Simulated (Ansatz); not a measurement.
Runs of Ansatz 0.2.0 on SrO. Symmetry: Fm-3m, No. 225, cubic system. The conventional cell has a = 5.133 Å, b = 5.133 Å, c = 5.133 Å, α = 90.00°, β = 90.00°, γ = 90.00°. Around Sr (site symmetry m-3m) lie 6 O at 2.57 Å. O (site symmetry m-3m) has 6 Sr at 2.57 Å as nearest neighbours. 

```csv
task,level,potentials or basis,spin,cell,k mesh,cutoff (eV),smearing,driver,points for each segment of the path,atoms under strain,other keys,mesh quality,gap on the mesh (eV),pressure (GPa),moment (μB),largest force (eV/Å)
single point,r2SCAN0,Ansatz PAW,"SOC, no magnetisation",volume scaled by 0.88,5 × 5 × 5,500,cold 0.1 eV,chain,-,-,-,coarse,5.95,(a),-,-
band structure,RPBE,Ansatz PAW,"non-collinear, ferromagnetic start, SOC","atoms moved at random, drawn with an rms of 0.02 Å",7 × 7 × 7,420,fixed,-,14,-,-,not flagged,3.51,6.4,0.00,0.10
band structure,RPBE,Ansatz PAW,"non-collinear, ferromagnetic start, SOC","atoms moved at random, drawn with an rms of 0.02 Å",7 × 7 × 7,420,fixed,chain,14,-,-,not flagged,3.51,6.4,0.00,0.10
ladder of functionals,PBEsol+D4,Ansatz PAW,"SOC, no magnetisation",as given,9 × 9 × 9,420,methfessel-paxton 0.05 eV,chain,-,-,basis.xc_grid = 3; scf.mixing.preconditioner = kerker_dos,not flagged,3.24,(b),-,-
band structure,revPBE+D3(BJ)+ATM,Ansatz PAW polarizable,off,"atoms moved at random, drawn with an rms of 0.02 Å",7 × 7 × 7,420,gaussian 0.005 eV,chain,14,-,scf.occupations.method = gaussian; scf.occupations.width = 0.005; …,not flagged,3.64,1.5,-,0.08
elastic constants,BLYP+D4,JTH PAW LDA,"collinear, random start",as given,8 × 8 × 8,800,gaussian 0.01 eV,chain,-,relaxed,basis.xc_grid = 1; basis.ecutwfc = 58.8 Ry,not flagged,3.45,2.8,0.00,-
```

Question: Fill in the values left out.

Answer: (a) 17.1; (b) -1.6.

Caveats: some runs use coarse meshes; the thresholds are loose for stress (some runs); the k mesh misses the band edges, so the gap on the mesh is wider than the one along the path (some runs); the potentials were made for another functional, which shifts forces and pressure (some runs); odd divisions of the mesh miss points on the zone boundary, where band edges often lie, so the gap on the mesh can be too wide (some runs); the starting moments weren't kept (some runs); the PAW data sets were made with another functional, which shifts forces and pressure a little (some runs); the PAW data sets come from PBE, with cores solved anew for the run's functional, which leaves a small shift of forces and pressure (some runs).

A k mesh can miss the band edges, and rows without SOC leave out spin-orbit coupling on Sr.
